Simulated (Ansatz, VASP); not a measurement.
# Be: VASP beside Ansatz

```xyz
1
Lattice="2.3381 0.0000 0.0000 -0.7794 2.2044 0.0000 -0.7794 -1.1022 1.9090" Properties=species:S:1:pos:R:3 pbc="T T T"
Be    0.0000    0.0000    0.0000
```

Change from the starting cell: volume scaled by 1.25.

Alike in both runs: functional revPBE; k mesh 15 × 15 × 15; occupations fermi-dirac, width 0.1 eV; no spin polarisation.

```csv
,VASP,Ansatz
version,VASP 6.6.1,Ansatz 0.2.0
potentials or method,"VASP PAW PBE potentials, release 64 (Be), cutoff 520 eV","all-electron LAPW, scalar-relativistic"
task,single point,band structure
```

|  | VASP | Ansatz | Ansatz less VASP |
| --- | --- | --- | --- |
| gap on the k mesh at the Fermi level (eV) | none | none | - |
| pressure (GPa) | -16.8 | -16.8 | +0.01 |

A gap of «none» marks a metal or a gap that the smearing closes. Ansatz ran all-electron here, so the differences hold the error of VASP's frozen core and of both bases.

Caveats: so large a pressure means that the cell lies far from this level's equilibrium, or that cutoff or potentials fall short; the potentials were made for another functional, which shifts forces and pressure (VASP).
